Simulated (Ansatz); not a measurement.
BaTiO3: reading a single point

```
CELL_PARAMETERS angstrom
3.98710 0.00000 0.00000
0.01093 3.98709 0.00000
0.02185 0.02179 7.97415
ATOMIC_POSITIONS crystal
Ba 0.00000 0.00000 0.00000
Ba 0.00000 0.00000 0.50000
Ti 0.48470 0.48470 0.24235
Ti 0.48470 0.48470 0.74235
O 0.50880 0.50880 0.00915
O 0.50880 0.50880 0.50915
O 0.01830 0.50880 0.25440
O 0.01830 0.50880 0.75440
O 0.50880 0.01830 0.25440
O 0.50880 0.01830 0.75440
```

The numbers come from plane-wave PAW DFT (Ansatz): r2SCAN, collinear spin, 500 eV, 5×5×3 Γ-centred k points, fermi-dirac occupations (width 0.1 eV). Nothing was relaxed.

The state carries no moments; the state need not be the lowest.

Q: Where is the largest force?

A: The largest is on Ti4 (and as large on other atoms): 0.24 eV/Å, components (0.14, 0.14, 0.14). It makes 122° with the line to a nearest neighbour, O8 at 1.86 Å.

Q: Which element gives electrons and which takes them?

A: Bader charges in e: Ba +1.57, Ti +2.29, O -1.29. In the mean Ti gives up most and O takes most.

Q: Is there a gap, and of what kind?

A: The gap is 2.85 eV, indirect or between spins (the least direct gap found is 3.06 eV).

Q: What do density and ELF say about some of the short contacts?

A: Ti–O at 1.86 Å: least valence density 0.90 e/Å³ and ELF 0.24 there. Ba–O at 2.77 Å: least valence density 0.19 e/Å³ and ELF 0.08 there, a closed-shell (ionic or weak) contact. Both are smooth PAW fields, read partly inside the augmentation spheres.

Q: What is the formation energy?

A: -3.41 eV an atom against the elements' usual phases (free molecules for gases, crystals otherwise, with no correction for O₂ or N₂), so it is bound against them; other compounds may still compete. Relaxing would lower it.

Q: Which orbitals make up the band edges?

A: Within 0.7 eV of the edges, the states project mainly on O p (94 %) below the gap and on Ti d (85 %) and O p (12 %) above it.

Q: Is the cell too large or too small?

A: The pressure is 4.5 GPa (compression positive), so with the atoms held at these fractions the cell would first expand.

Origin: a database entry at a rescaled volume. Caveats: the input typed no starting moments.
